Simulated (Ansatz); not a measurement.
Crystal: Au.

```
Au
1.0
     0.00000    2.03500    2.03500
     2.03500    0.00000    2.03500
     2.03500    2.03500    0.00000
Au
1
Direct
  0.00000 0.00000 0.00000
```

```yaml
Program: Ansatz 0.2.0
Task: relaxation of cell and atoms
Functional: PBEsol
Dispersion: D3(BJ)
Potentials_or_basis: Ansatz PAW
Cutoff: "420 eV (not typed: the program's choice for these potentials)"
k_mesh: 11 × 11 × 11
Occupations: fermi-dirac, width 0.05 eV
Spin: no spin polarisation
```

At the start: volume 16.85 Å³/atom.

Question: How do energy, volume and symmetry change on relaxing?

Answer: It ends after 4 steps and the volume is 16.45 Å³/atom (-2.4 %); space group Fm-3m (No. 225, to 0.05 Å).

Step by step:
```
step  energy change (eV)  largest force (eV/Å)  volume (Å³)
   1              0.0000                0.0000        16.85
   2             -0.0059                0.0000        16.49
   3             -0.0060                0.0000        16.45
   4             -0.0059                0.0000        16.45
```

Final structure:
```cif
data_structure
_symmetry_space_group_name_H-M 'P 1'
_symmetry_Int_Tables_number 1
_cell_length_a 2.8546
_cell_length_b 2.8546
_cell_length_c 2.8546
_cell_angle_alpha 60.000
_cell_angle_beta 60.000
_cell_angle_gamma 60.000
_cell_volume 16.45
loop_
_atom_site_label
_atom_site_type_symbol
_atom_site_fract_x
_atom_site_fract_y
_atom_site_fract_z
_atom_site_occupancy
Au1 Au 0.00000 0.00000 0.00000 1
```

Caveat: the plane-wave basis is chosen anew once the cell has moved, so the energies of steps on either side of that aren't comparable; pairwise dispersion overbinds metals, which lowers pressure and volume; the PAW data sets come from PBE, with cores solved anew for the run's functional, which leaves a small shift of forces and pressure.
